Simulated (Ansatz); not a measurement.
MoS2:

```
Mo S
1.0
     1.58550    0.91539    6.11500
    -1.58550    0.91539    6.11500
     0.00000   -1.83078    6.11500
Mo S
1 2
Direct
  0.00000 0.00000 0.00000
  0.25000 0.25000 0.25000
  0.75000 0.75000 0.75000
```

Measurements of this composition are mostly on another form, of space group No. 194.

Below is the output of Ansatz 0.2.0 for this cell. Logs are shortened: lines on timing, memory, paths and dates and some standing lists are left out, and cuts for length are marked.

```text
Warning: RAYON_NUM_THREADS=2 ignored (pool sized by the plan → 2); use --threads N
basis.fft_grid_basis auto: the FFT boxes are laid along the combinations [[1, 0, -1], [0, 1, -1], [0, 0, 1]] of the cell's own vectors, 3.171, 3.171 and 6.383 Å long. The dense box has 24×24×45 points. Along the cell's own vectors, as sized, it would have 45×45×45, 3.52 times as many. Of the 12 symmetry operations that the crystal satisfies within crystal.symmetry.tolerance (time reversal apart; of a slab, those that keep its plane) the dense box along the cell's own vectors carries 12, and the one as laid loses 8 of those. basis.fft_grid_basis: typed keeps the cell's own vectors: state it where this run's energies or levels are differenced outside the engine with another run's, or held beside a run that keeps those vectors.
scf.n_extra_bands = 7 over 13 filled bands (N_el = 26.0): the run solves 20 bands
Engine: ansatz 0.2.0, x86_64-unknown-linux-gnu
Pseudopotentials: kind: paw
Pseudopotential: Mo, paw, valence charge 14, recommended cutoff 420 eV (normal), Mo.paw.azcp
Pseudopotential: S, paw, valence charge 6, recommended cutoff 420 eV (normal), S.paw.azcp
Functional definition: PBEsol
  exchange = pbesol_x
  correlation = pbesol_c
Crystal: 3 atoms, lattice volume = 53.250 Å³
Basis set: ecut = 420 eV, 1023 PW (Γ), FFT grids on a1−a3, a2−a3, a3, exchange–correlation on 48×48×90 points (8 copies of the dense FFT grid, shifted against one another)
Bands: 20, of which v1, the nominal top of the filled ones, is band 13 counted from 1 (12 counted from 0)
Symmetry: 12 space group operations
Space group: R-3m (ITA 166), of the structure as read, at distance tolerance 3.8e-5 Å
k-points: 116 of 1000
Non-local potential: Mo, projectors of the file, l = 0: 3, l = 1: 2, l = 2: 2, l = 3: 1
Non-local potential: S, projectors of the file, l = 0: 2, l = 1: 2, l = 2: 2
PAW form: soft (Blöchl's): semilocal exchange-correlation on the pseudo side does not see the compensation charge
PAW frozen core: Mo, regenerated for the run's functional, and the local potential with it (the file was generated under x = pbe(κ = 0.804, μ = 0.2195149727645171), c = pbe(β = 0.06672455060314922))
PAW frozen core: S, regenerated for the run's functional, and the local potential with it (the file was generated under x = pbe(κ = 0.804, μ = 0.2195149727645171), c = pbe(β = 0.06672455060314922))
PAW one-centre angular grid: Mo, 590 points (default); XC on 64 Gauss nodes
PAW one-centre angular grid: S, 110 points (default); XC on 64 Gauss nodes
Initial density: superposition of atomic densities (neutral atoms: chi_scale 0, normalization atom), corrected by the library's trained network
Initial wavefunctions: pseudopotential atomic-orbital guess
Functional: x = pbesol(κ = 0.804, μ = 0.12345679012345678), c = pbesol(β = 0.046)
SCF iter   1: F=—  HF=-6669.331246 eV  |F-HF|=—  |Δ(HF+E_count)|=         —  Δρ=6.65e-3  dr2=1.76e-2  ethr=1.77e-3  ⟨swp⟩=6.0  Hψ=12821  notcnv=0  defer=12
preconditioner: auto → LDOS  [metal: Δε(μ)=0.040 eV  Ē_g=10.417 eV  σ=0.050 eV  W_gap=0.20  n_scr=16 (ndim 8)  ℏωp=21.6 eV  f_vac=0.014  D(μ)=0.65/eV (n_scr^D=2)  β→1.0]
SCF iter   2: F=—  HF=-6669.328986 eV  |F-HF|=—  |Δ(HF+E_count)|=   2.26e-3  Δρ=2.98e-3  dr2=8.48e-3  ethr=6.76e-5  ⟨swp⟩=2.0  Hψ=5129  notcnv=0  defer=129
SCF iter   3: F=—  HF=-6669.326702 eV  |F-HF|=—  |Δ(HF+E_count)|=   2.28e-3  Δρ=6.39e-4  dr2=9.46e-4  ethr=3.26e-5  ⟨swp⟩=2.0  Hψ=3618  notcnv=0  defer=129
SCF iter   4: F=—  HF=-6669.326548 eV  |F-HF|=—  |Δ(HF+E_count)|=   1.54e-4  Δρ=1.76e-4  dr2=1.47e-5  ethr=3.64e-6  ⟨swp⟩=2.1  Hψ=2674  notcnv=0  defer=129
SCF iter   5: F=—  HF=-6669.326546 eV  |F-HF|=—  |Δ(HF+E_count)|=   1.88e-6  Δρ=5.23e-5  dr2=1.50e-6  ethr=5.66e-8  ⟨swp⟩=2.1  Hψ=3178  notcnv=0  defer=129
SCF iter   6: F=-6669.326546 eV  HF=-6669.326546 eV  |F-HF|=9.39e-9  |Δ(HF+E_count)|=   1.36e-7  Δρ=1.09e-5  dr2=5.25e-8  ethr=3.85e-10  ⟨swp⟩=8.0  Hψ=11346  notcnv=0
SCF 1 converged in 6 iterations: F = -6669.326546 eV  dr2 = 5.25e-8
  greatest PAW one-centre occupation: 0.999 electrons in one spin orbital (limit 2), on the Mo atom at site 0 (counted from 0), in its partial waves of l = 0
NSCF: frozen V_eff on 130 k-points
SCF converged after 6 iterations
Free energy (F): -6669.326546 eV
Harris-Foulkes:  -6669.326546 eV  (|F-HF|=9.39e-9)
Internal energy: -6669.320615 eV  (E = F + TS)
E sigma→0 (E₀):  -6669.323580 eV
Entropy (-TS):   -0.005931 eV (-1.977 meV/atom)
Fermi energy:    11.141283 eV
--- Per-component energies (eV) ---
  E_band       = -156.825624
  E_kinetic    = 657.340894
  E_local      = -1979.726521  (includes V_loc(G=0)·N_el)
  E_nonlocal   = 201.821031
  E_hartree    = 761.664688
  E_xc         = -375.756226
  E_vxc        = -404.685695  (∫ρ·V_xc dr)
  E_paw        = -4312.057265  (= ΣΔE_a)
  E_vpaw       = -154.913695  (= ΣTr[D̂ρ^β])
  E_aug_tail   = 0.000035  (compensation charges beyond the density's cutoff)
  E_ewald      = -1622.940449
  E_core_change = 0.333198  (= ΣΔE_core)
  E_smearing   = -0.005931  (= −TS)
  E_closure    = -0.000000  (closes the sum)
  Σ components = -6669.326546   (vs F -6669.326546, Δ=0.00e0)
--- Forces (eV/Å), atoms counted from 1 ---
  atom   1  Mo    -0.00000000     0.00000000     0.00000000
  atom   2  S      0.00000000    -0.00000000    -0.75875145
  atom   3  S     -0.00000000     0.00000000     0.75875145
  max |Σ_I F_I| component: 2.22e-16 eV/Å
--- Stress (GPa, compression-positive) ---
        1.130720       0.000000       0.000000
        0.000000       1.130720      -0.000000
        0.000000      -0.000000       6.306883
  P = ⅓ Tr σ = 2.8561 GPa (28.561 kbar)
--- Band table (eV; the first three rows and the last of 116) ---
  k-point 0: bands = ["-50.5767", "-24.6892", "-24.5907", "-24.5907", "-4.0769", "-2.4170", "4.0017", "6.8891", "6.8891", "9.3564", "9.8497", "10.0577", "10.0577", "10.8848", "10.8848", "14.5086", "14.5086", "17.0948", "17.7275", "20.4788"]
  k-point 1: bands = ["-50.5728", "-24.6813", "-24.6300", "-24.5996", "-3.9110", "-2.3906", "4.2132", "6.5230", "6.9788", "9.1420", "9.5067", "9.5520", "9.9672", "11.0991", "11.3935", "14.0379", "14.3975", "17.8360", "18.2861", "20.0043"]
  k-point 2: bands = ["-50.5627", "-24.7319", "-24.6606", "-24.6229", "-3.4521", "-2.3095", "4.7395", "5.9973", "7.1186", "7.5577", "9.0732", "9.4092", "9.7707", "11.4483", "11.8924", "13.8389", "14.2874", "18.3995", "19.0102", "20.1379"]
  k-point 115: bands = ["-50.5767", "-24.6893", "-24.5908", "-24.5908", "-3.8206", "-2.8369", "5.0039", "6.9059", "6.9059", "7.1912", "10.0682", "10.0682", "10.7825", "10.7825", "11.0706", "14.6247", "14.6247", "17.0072", "19.0613", "20.6720"]
```

**Question.** Write the input and the command behind it.

**Answer.** Band structure with PBEsol, no spin polarisation. The files as run (others can give the same):

input.yaml
```yaml
crystal:
  lattice:
    - [1.5855, 0.9153888518, 6.1149966667]
    - [-1.5855, 0.9153888518, 6.1149966667]
    - [0.0, -1.8307777036, 6.1149966667]
  atoms:
    - { symbol: Mo, position: [0.0, 0.0, 0.0] }
    - { symbol: S, position: [0.25, 0.25, 0.25] }
    - { symbol: S, position: [0.75, 0.75, 0.75] }
hamiltonian:
  xc: pbesol
  pseudopotentials: { kind: paw }
kpoints:
  mp_grid: { grid: [10, 10, 10] }
  band_path:
    path:
      - [[0.0, 0.0, 0.0], [0.5, 0.0, 0.0], [0.5, 0.1816058731, -0.1816058731]]
      - [[0.8183941269, 0.5, 0.1816058731], [0.5, 0.5, 0.5], [0.0, 0.0, 0.0], [0.3408029366, 0.0, -0.3408029366]]
      - [[0.6591970634, 0.3408029366, 0.0], [0.5, 0.5, 0.0], [0.6591970634, 0.6591970634, 0.1816058731], [0.5, 0.5, 0.5]]
      - [[0.5, 0.0, 0.0], [0.8183941269, 0.3408029366, 0.3408029366]]
    npoints: 14
scf:
  occupations: { method: fermi_dirac, width: 0.05 }
  n_extra_bands: 7
output:
  forces: true
  stress: true
  eigenvalues: true
  fatbands: true
```

Potentials or basis: Ansatz PAW.
The run is started by
```sh
$ ansatz run input.yaml --threads 2 --pin off --max-ram 5632MiB --backend cpu --events-out ev --progress --plain --runs-dir out
```

Caveat: the cell's inner coordinates are idealised or old, which leaves forces on the atoms; the PAW data sets come from PBE, with cores solved anew for the run's functional, which leaves a small shift of forces and pressure.
